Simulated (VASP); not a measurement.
A run of VASP 6.6.1 is set up as follows.

File INCAR:

```
ALGO = Normal ; EDIFF = 1E-7
ENCUT = 520 ; GGA = PE
ISIF = 2 ; ISMEAR = -1
IVDW = 12 ; LASPH = True
LCHARG = False ; LREAL = False
LWAVE = False ; NELM = 100
PREC = Accurate ; SIGMA = 0.05
```

Contents of KPOINTS:

```
k-points
0
Gamma
  16 16 1
```

Contents of POSCAR:

```
C
1.0
    2.4610000000      0.0000000000      0.0000000000
   -1.2305000000      2.1312885187      0.0000000000
    0.0000000000      0.0000000000     16.0000000000
C
2
Direct
    0.0000000000      0.0000000000      0.5000000000
    0.3333333333      0.6666666667      0.5000000000
```

Potentials or basis: VASP PAW PBE potentials, release 64 (C).

The run is started by

```console
$ cat potpaw_PBE.64/C/POTCAR > POTCAR
$ mpirun -np 1 vasp_std > vasp.out
```

Q: What does it give for the dispersion energy per atom?

A: -0.089 eV.

Q: Estimate the band gap on the k mesh.

A: 1.24 eV, direct.
